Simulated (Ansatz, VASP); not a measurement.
# Cross-check of Al2O3 between VASP and Ansatz, part 2 of 2

Aim: how closely do two programs agree when they are given the same cell, functional and k mesh?

VASP 6.6.1 and Ansatz 0.2.0.

So far. Step 2 (VASP: single point, PBEsol): The run ends at a pressure of 2.14 GPa, with forces up to 0.070 eV/Å. Step 3 (Ansatz: single point, PBEsol): The run ends at a pressure of 2.11 GPa, with forces up to 0.067 eV/Å.

## (5) VASP: dielectric response, LDA

Level of this step: LDA; plane waves and PAW (Al, O) (VASP).

The response to a field tests empty states and converges slowly with the mesh. The cell compared in this pair holds 86.81 Å³, against 84.90 Å³ for the pair before.

File INCAR:

```
SYSTEM = Al2O3
PREC = Accurate
ENCUT = 560
EDIFF = 1E-08
NELM = 100
ISMEAR = 0
SIGMA = 0.03
LREAL = .FALSE.
ALGO = Normal
GGA = CA
NBANDS = 34
LORBIT = 11
LWAVE = .FALSE.
LCHARG = .FALSE.
KPAR = 16
LEPSILON = .TRUE.
LPEAD = .TRUE.
```

File POSCAR:

```
Al2O3
1.0
    2.3970728297      1.3839506444      4.3611845220
   -2.3970728297      1.3839506444      4.3611845220
    0.0000000000     -2.7679012889      4.3611845220
Al O
4 6
Direct
    0.3520494453      0.3520494453      0.3520494453
    0.1479505547      0.1479505547      0.1479505547
    0.6479505547      0.6479505547      0.6479505547
    0.8520494453      0.8520494453      0.8520494453
    0.5553273196      0.9446726804      0.2500000000
    0.2500000000      0.5553273196      0.9446726804
    0.9446726804      0.2500000000      0.5553273196
    0.4446726804      0.0553273196      0.7500000000
    0.7500000000      0.4446726804      0.0553273196
    0.0553273196      0.7500000000      0.4446726804
```

File KPOINTS:

```
Automatic mesh
0
Gamma
6 6 6
0 0 0
```

Potentials, in the order of the species: Al and O (LDA family, release 64).

Started as:

```console
> mpirun -np 16 vasp_std
```

Numbers of over 12 decimals in the logs are rounded to 6 here.

What it wrote:

```text
[banner, memory and clock lines left out]
running   16 mpi-ranks, on    1 nodes
[...]
[... a notice as in an earlier step ...]

 LDA part: xc-table for (Slater(with rela. corr.)+CA(PZ))
 , standard interpolation
 POSCAR, INCAR and KPOINTS ok, starting setup
[...]
entering main loop
       N       E                     dE             d eps       ncg     rms          rms(c)
DAV:   1     0.228910435752E+03    0.22891E+03   -0.26592E+04  2176   0.143E+03
DAV:   2    -0.781317918894E+02   -0.30704E+03   -0.29540E+03  2780   0.296E+02
DAV:   3    -0.912263093958E+02   -0.13095E+02   -0.13047E+02  2790   0.627E+01
DAV:   4    -0.913252765456E+02   -0.98967E-01   -0.98904E-01  2712   0.629E+00
[...]
DAV:  12    -0.830191025973E+02   -0.29701E-06   -0.47388E-06  2764   0.145E-02    0.675E-03
DAV:  13    -0.830191022366E+02    0.36074E-06   -0.13657E-06  2664   0.680E-03    0.167E-03
DAV:  14    -0.830191022343E+02    0.22524E-08   -0.68879E-08  2652   0.157E-03
   1 F= -.83019102E+02 E0= -.83019102E+02  d E =-.497370E-13
[...]
RMM:  10    -0.581478634436E+00   -0.10916E-05    0.27372E-07  8342   0.141E-03    0.272E-05
RMM:  11    -0.581478685539E+00   -0.51103E-07   -0.38471E-07  7496   0.136E-03    0.917E-06
 change of polarisation eV/A/(eV/A) component  2 :    -0.017     1.093     0.000
 dielectric tensor                  component  2 :    -0.036     3.279     0.000
 Linear response to external field, progress :
  Direction:   3
       N       E                     dE             d eps       ncg     rms          rms(c)
RMM:   1    -0.564900159723E+00   -0.56490E+00   -0.15360E+00  2206   0.286E+00
RMM:   2    -0.565594366029E+00   -0.69421E-03   -0.92170E-03  2269   0.416E-01    0.121E+00
RMM:   3    -0.551734109131E+00    0.13860E-01   -0.82732E-03  3028   0.454E-01    0.707E-01
RMM:   4    -0.569694410819E+00   -0.17960E-01   -0.14823E-02  4076   0.597E-01    0.607E-02
[...]
RMM:   8    -0.571436169917E+00   -0.11175E-04   -0.98791E-07  4072   0.163E-03    0.177E-04
RMM:   9    -0.571435714910E+00    0.45501E-06   -0.99286E-07  3836   0.141E-03    0.328E-05
RMM:  10    -0.571435776167E+00   -0.61257E-07   -0.10062E-06  3326   0.136E-03    0.783E-06
 change of polarisation eV/A/(eV/A) component  3 :    -0.024    -0.071     1.075
 dielectric tensor                  component  3 :    -0.049    -0.147     3.240
 Born effective charges drift removed
```

OUTCAR, selected parts (step 5):

```text
  Total       -5.1039494     -5.1039494     -5.1278764      0.0000000      0.0000000      0.0000000
  in kB      -94.2018419    -94.2018420    -94.6434551      0.0000000      0.0000000      0.0000000
  external PRESSURE =     -94.3490463 kB  Pullay stress =       0.0000000 kB

 POSITION                                       TOTAL-FORCE (eV/Angst)
 -----------------------------------------------------------------------------------
      0.00000     -0.00000      4.60606        -0.000000      0.000000     -0.000659
      0.00000     -0.00000      1.93572        -0.000000     -0.000000      0.000659
      0.00000     -0.00000      8.47750        -0.000000     -0.000000      0.000659
      0.00000     -0.00000     11.14783        -0.000000      0.000000     -0.000659
     -0.93329      1.38395      7.63207        -0.002170     -0.000000     -0.000000
     -0.73189     -1.50023      7.63207         0.001085     -0.001879     -0.000000
      1.66518      0.11628      7.63207         0.001085      0.001879     -0.000000
      0.93329     -1.38395      5.45148         0.002170     -0.000000     -0.000000
      0.73189      1.50023      5.45148        -0.001085      0.001879     -0.000000
     -1.66518     -0.11628      5.45148        -0.001085     -0.001879     -0.000000
 -----------------------------------------------------------------------------------
    total drift:                               -0.000000     -0.000000      0.000000

 MACROSCOPIC STATIC DIELECTRIC TENSOR (including local field effects in DFT)
 ------------------------------------------------------
           3.278544     0.000000     0.000000
          -0.000000     3.278544    -0.000000
           0.000000    -0.000000     3.240422
 ------------------------------------------------------

[... 1 part as in an earlier step ...]

[... 1 further part left out ...]
```

## (6) Ansatz: dielectric response, LDA

The same cell, functional (in two slightly different forms) and mesh now go to Ansatz, which takes its cutoff from its data sets.

The cell is a member of a volume series, scaled by 1.04 from a relaxed one, so a pressure remains.

File input.yaml:

```yaml
crystal:
  lattice:
    - [2.3970728297, 1.3839506444, 4.361184522]
    - [-2.3970728297, 1.3839506444, 4.361184522]
    - [0.0, -2.7679012889, 4.361184522]
  atoms:
    - { symbol: Al, position: [0.3520494453, 0.3520494453, 0.3520494453] }
    - { symbol: Al, position: [0.1479505547, 0.1479505547, 0.1479505547] }
    - { symbol: Al, position: [0.6479505547, 0.6479505547, 0.6479505547] }
    - { symbol: Al, position: [0.8520494453, 0.8520494453, 0.8520494453] }
    - { symbol: O, position: [0.5553273196, 0.9446726804, 0.25] }
    - { symbol: O, position: [0.25, 0.5553273196, 0.9446726804] }
    - { symbol: O, position: [0.9446726804, 0.25, 0.5553273196] }
    - { symbol: O, position: [0.4446726804, 0.0553273196, 0.75] }
    - { symbol: O, position: [0.75, 0.4446726804, 0.0553273196] }
    - { symbol: O, position: [0.0553273196, 0.75, 0.4446726804] }
hamiltonian:
  xc: lda
  pseudopotentials: { kind: paw }
kpoints:
  mp_grid: { grid: [6, 6, 6] }
scf:
  occupations: { method: fixed }
dielectric:
  method: response
```

Started as:

```console
> ansatz run input.yaml --threads 4 --pin off --max-ram 9216MiB --backend cpu --events-out ev --progress --plain --runs-dir out
```

What it wrote:

```text
[...]
Crystal: 10 atoms, lattice volume = 86.808 Å³
Basis set: ecut = 420 eV, 1707 PW (Γ), exchange–correlation on 72×72×72 points (8 copies of the dense FFT grid, shifted against one another)
Bands: 34, of which v1, the nominal top of the filled ones, is band 24 counted from 1 (23 counted from 0)
Symmetry: 12 space group operations
k-points: 68 of 216 (irreducible under 2 space group operations, time reversal used)
[...]
site 5:
[...]
site 6:
[...]
site 7:
[...]
site 8:
[...]
-0.31888   -0.18410   -1.97165
    site 9:
        -1.94165   -0.08766    0.23653
        -0.08766   -2.04287   -0.13656
         0.31888   -0.18410   -1.97165
  Z* charge neutrality: 2.430e-5 e pre-enforcement
  k-mesh period / interband length: 28.8 Å / 1.28 Å = 22.43 at k = (0.0000, 0.0000, 0.0000), direct gap 5.923 eV — 14 or more, which is no proof of convergence
[key lines of the parts left out:]
SCF converged after 8 iterations
Free energy (F): -5399.741680 eV
Fermi energy:    7.102554 eV
```

Wall time 33 s (4 threads of Arm Neoverse V1, shared host); peak memory 0.9 GiB; 2 min of CPU time.

## (7) Comparison

What differs besides the data sets and the points named for the pairs above, as far as they apply: the two LDA forms differ slightly; VASP's response is taken on the typed mesh, Ansatz refines its own for the field response alone; the cutoff is 420 eV in Ansatz and 560 eV in VASP; Ansatz makes its cores anew for this functional, VASP keeps those of its LDA data sets. Total energies have different zeros and are not compared.

Compared:

```tsv
quantity	Ansatz	VASP	difference
ε∞ xx	3.29	3.28	+0.48 %
ε∞ yy	3.29	3.28	+0.48 %
ε∞ zz	3.26	3.24	+0.48 %
Born charge of Al1 (mean of the diagonal) (e)	2.98	2.95	+0.02
Born charge of O5 (mean of the diagonal) (e)	-1.99	-1.97	-0.02
```

## (8) VASP: dielectric response, LDA

The response to a field tests empty states and converges slowly with the mesh. The cell compared in this pair holds 85.14 Å³, against 86.81 Å³ for the pair before.

INCAR is that of step 5.

File POSCAR:

```
Al2O3
1.0
    2.3822091714      1.3753691072      4.3308582410
   -2.3822091714      1.3753691072      4.3308582410
    0.0000000000     -2.7507382146      4.3308582410
Al O
4 6
Direct
    0.3520261884      0.3520261884      0.3520261884
    0.1479738116      0.1479738116      0.1479738116
    0.6479738116      0.6479738116      0.6479738116
    0.8520261884      0.8520261884      0.8520261884
    0.5555302309      0.9444697691      0.2500000000
    0.2500000000      0.5555302309      0.9444697691
    0.9444697691      0.2500000000      0.5555302309
    0.4444697691      0.0555302309      0.7500000000
    0.7500000000      0.4444697691      0.0555302309
    0.0555302309      0.7500000000      0.4444697691
```

KPOINTS is that of step 5.

Started as:

```console
> mpirun -np 16 vasp_std
```

What it wrote:

```text
[... set-up lines as in an earlier step ...]
 entering main loop
       N       E                     dE             d eps       ncg     rms          rms(c)
DAV:   1     0.229304641314E+03    0.22930E+03   -0.26674E+04  2176   0.143E+03
DAV:   2    -0.784986553076E+02   -0.30780E+03   -0.29768E+03  2774   0.300E+02
DAV:   3    -0.913751409703E+02   -0.12876E+02   -0.12833E+02  2814   0.626E+01
DAV:   4    -0.914708642478E+02   -0.95723E-01   -0.95663E-01  2712   0.623E+00
[...]
DAV:  12    -0.830905039335E+02   -0.20698E-06   -0.42946E-06  2702   0.140E-02    0.658E-03
DAV:  13    -0.830905035903E+02    0.34319E-06   -0.13055E-06  2678   0.668E-03    0.160E-03
DAV:  14    -0.830905035878E+02    0.25389E-08   -0.56689E-08  2590   0.142E-03
   1 F= -.83090504E+02 E0= -.83090504E+02  d E =-.927301E-26
 Linear response reoptimize wavefunctions to high precision
DAV:   1    -0.830905035879E+02   -0.11778E-09   -0.31039E-09  1884   0.307E-04
DAV:   2    -0.830905035879E+02   -0.19099E-10   -0.45397E-10  1390   0.133E-04
 Linear response to external field (no local field effect), progress :
[...]
RMM:  10    -0.564295730772E+00   -0.10610E-05   -0.21606E-08  8301   0.864E-04    0.243E-05
RMM:  11    -0.564295782548E+00   -0.51776E-07   -0.58839E-07  7416   0.824E-04    0.773E-06
 change of polarisation eV/A/(eV/A) component  2 :    -0.016     1.061    -0.000
 dielectric tensor                  component  2 :    -0.035     3.255    -0.000
 Linear response to external field, progress :
  Direction:   3
       N       E                     dE             d eps       ncg     rms          rms(c)
RMM:   1    -0.548711944731E+00   -0.54871E+00   -0.14613E+00  2206   0.282E+00
RMM:   2    -0.548545470158E+00    0.16647E-03   -0.87685E-03  2269   0.408E-01    0.119E+00
RMM:   3    -0.535120358144E+00    0.13425E-01   -0.80388E-03  3026   0.449E-01    0.696E-01
RMM:   4    -0.552414150701E+00   -0.17294E-01   -0.14362E-02  4073   0.589E-01    0.606E-02
[...]
RMM:   8    -0.554109930634E+00   -0.10169E-04   -0.30771E-07  4057   0.108E-03    0.173E-04
RMM:   9    -0.554109739408E+00    0.19123E-06   -0.30126E-07  3861   0.843E-04    0.282E-05
RMM:  10    -0.554109674254E+00    0.65154E-07   -0.33595E-07  3216   0.792E-04    0.752E-06
 change of polarisation eV/A/(eV/A) component  3 :    -0.022    -0.068     1.043
 dielectric tensor                  component  3 :    -0.048    -0.143     3.216
 Born effective charges drift removed
```

Parts of OUTCAR (step 8):

```text
  Total       -2.6432629     -2.6432629     -2.6516348      0.0000000      0.0000000      0.0000000
  in kB      -49.7423813    -49.7423814    -49.8999278      0.0000000      0.0000000      0.0000000
  external PRESSURE =     -49.7948968 kB  Pullay stress =       0.0000000 kB

 POSITION                                       TOTAL-FORCE (eV/Angst)
 -----------------------------------------------------------------------------------
      0.00000     -0.00000      4.57373        -0.000000      0.000000     -0.000256
      0.00000     -0.00000      1.92256        -0.000000     -0.000000      0.000256
      0.00000     -0.00000      8.41885        -0.000000     -0.000000      0.000256
      0.00000     -0.00000     11.07001        -0.000000      0.000000     -0.000256
     -0.92654      1.37537      7.57900        -0.000569      0.000000     -0.000000
     -0.72784     -1.49009      7.57900         0.000285     -0.000493     -0.000000
      1.65437      0.11472      7.57900         0.000285      0.000493     -0.000000
      0.92654     -1.37537      5.41357         0.000569      0.000000     -0.000000
      0.72784      1.49009      5.41357        -0.000285      0.000493     -0.000000
     -1.65437     -0.11472      5.41357        -0.000285     -0.000493     -0.000000
 -----------------------------------------------------------------------------------
    total drift:                                0.000000     -0.000000      0.000000

 MACROSCOPIC STATIC DIELECTRIC TENSOR (including local field effects in DFT)
 ------------------------------------------------------
           3.255346    -0.000000     0.000000
          -0.000000     3.255346    -0.000000
           0.000000    -0.000000     3.215911
 ------------------------------------------------------

[... 1 part as in an earlier step ...]

[... 1 further part left out ...]
```

## (9) Ansatz: dielectric response, LDA

The same cell, functional (in two slightly different forms) and mesh now go to Ansatz, which takes its cutoff from its data sets.

The cell is a member of a volume series, scaled by 1.02 from a relaxed one, so a pressure remains.

File input.yaml:

```yaml
crystal:
  lattice:
    - [2.3822091714, 1.3753691072, 4.330858241]
    - [-2.3822091714, 1.3753691072, 4.330858241]
    - [0.0, -2.7507382146, 4.330858241]
  atoms:
    - { symbol: Al, position: [0.3520261884, 0.3520261884, 0.3520261884] }
    - { symbol: Al, position: [0.1479738116, 0.1479738116, 0.1479738116] }
    - { symbol: Al, position: [0.6479738116, 0.6479738116, 0.6479738116] }
    - { symbol: Al, position: [0.8520261884, 0.8520261884, 0.8520261884] }
    - { symbol: O, position: [0.5555302309, 0.9444697691, 0.25] }
    - { symbol: O, position: [0.25, 0.5555302309, 0.9444697691] }
    - { symbol: O, position: [0.9444697691, 0.25, 0.5555302309] }
    - { symbol: O, position: [0.4444697691, 0.0555302309, 0.75] }
    - { symbol: O, position: [0.75, 0.4444697691, 0.0555302309] }
    - { symbol: O, position: [0.0555302309, 0.75, 0.4444697691] }
hamiltonian:
  xc: lda
  pseudopotentials: { kind: paw }
kpoints:
  mp_grid: { grid: [6, 6, 6] }
scf:
  occupations: { method: fixed }
dielectric:
  method: response
```

Started as:

```console
> ansatz run input.yaml --threads 4 --pin off --max-ram 9216MiB --backend cpu --events-out ev --progress --plain --runs-dir out
```

What it wrote:

```text
[...]
Crystal: 10 atoms, lattice volume = 85.138 Å³
Basis set: ecut = 420 eV, 1653 PW (Γ), exchange–correlation on 72×72×72 points (8 copies of the dense FFT grid, shifted against one another)
Bands: 34, of which v1, the nominal top of the filled ones, is band 24 counted from 1 (23 counted from 0)
Symmetry: 12 space group operations
k-points: 68 of 216 (irreducible under 2 space group operations, time reversal used)
[...]
site 2:
[...]
site 3:
[...]
site 4:
[...]
site 5:
[...]
site 6:
[...]
site 7:
[...]
site 8:
[...]
-0.31251   -0.18043   -1.96373
    site 9:
        -1.93499   -0.08710    0.23160
        -0.08710   -2.03555   -0.13371
         0.31251   -0.18043   -1.96373
  Z* charge neutrality: 2.207e-5 e pre-enforcement
[...]
[key lines of the parts left out:]
SCF converged after 8 iterations
Free energy (F): -5399.822838 eV
Fermi energy:    7.360682 eV
```

It took 29 s on 4 threads; peak memory 0.89 GiB; 1.8 min of CPU time.

## (10) Side by side

Compared:

```tsv
quantity	Ansatz	VASP	difference
ε∞ xx	3.27	3.26	+0.49 %
ε∞ yy	3.27	3.26	+0.49 %
ε∞ zz	3.23	3.22	+0.49 %
Born charge of Al1 (mean of the diagonal) (e)	2.97	2.94	+0.02
Born charge of O5 (mean of the diagonal) (e)	-1.98	-1.96	-0.02
```

## (11) Summary of results

* r.m.s. force difference (single point, PBEsol): 2.8 meV/Å
* difference in ε∞ zz (dielectric response, LDA, volume scaled by 1.04): 0.48 %
* difference in ε∞ zz (dielectric response, LDA, volume scaled by 1.02): 0.49 %

The r.m.s. force difference is 2.8 meV/Å (single point, PBEsol), within the 12 meV/Å picked in this series as the mark of a large difference. 1 further run on this material is not shown. How closely two codes agree says nothing of how well the functional describes the real material.

[Lines on the potential files, build, host, timing and source positions are cut from VASP's logs without a mark.]

[Logs are printed without paths, hosts, clocks, repeated set-up lines and the standing remarks that a program may print on its own settings, such as how far it seeks lower states.]

[Hosts, paths, dates, database ids (printed as entryN), source tags and the programs' standing remarks are cut or masked in the printed files.]
